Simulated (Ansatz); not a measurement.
# ZnS (Wurtzite-2H) under changes of volume

One of the cells (19.603 Å³/atom); the others are scaled copies at fixed shape and fractional positions:

```
CELL_PARAMETERS angstrom
3.81100 0.00000 0.00000
-1.90550 3.30042 0.00000
0.00000 0.00000 6.23400
ATOMIC_POSITIONS crystal
Zn 0.66667 0.33333 0.50000
Zn 0.33333 0.66667 0.00000
S 0.66667 0.33333 0.88500
S 0.33333 0.66667 0.38500
```

```yaml
Program: Ansatz 0.2.0
Functional: PBE
Potentials_or_basis: Ansatz PAW earlier set
Cutoff: 800 eV
Density_cutoff: 3200 eV
k_mesh: 8 × 8 × 5
Occupations: fermi-dirac, width 0.05 eV
Spin: no spin polarisation
```

```tsv
volume (Å³/atom)	energy over the lowest point (meV/atom)	pressure (GPa)	gap on the mesh (eV)	largest force (eV/Å)
18.427	?	?	?	?
18.819	24.04	5.9	2.45	0.371
19.211	11.99	4.0	2.35	0.344
19.603	4.25	2.3	2.25	0.319
19.995	0.38	0.8	2.16	0.296
20.387	0.00	-0.5	2.07	0.274
20.779	2.75	-1.7	1.98	0.254
```

**Question.** What does the run at 18.427 Å³/atom give?

**Answer.** Energy over the lowest point 40.87 meV/atom; pressure 7.9 GPa; gap on the mesh 2.54 eV; largest force 0.399 eV/Å.

Worked out: A Birch-Murnaghan fit of order 3 (a polynomial in V^(-2/3)) to the other rows has its minimum at 20.24 Å³/atom with B0 = V·E''(V) = 69 GPa and B' = 4.4 at fixed shape and positions, which overstates the stiffness. It gives 40.89 meV/atom at 18.427 Å³/atom, against the run's 40.87, and -dE/dV = 7.9 GPa, against 7.9. A straight line through the other rows of the gap, of slope -4.73 eV per unit of ln V (its deformation potential), extrapolates to 2.55 eV, against the run's 2.54.

Energies are extrapolated to zero smearing.

Caveats: odd divisions of the mesh miss points on the zone boundary, where band edges often lie, so the gap on the mesh can be too wide.
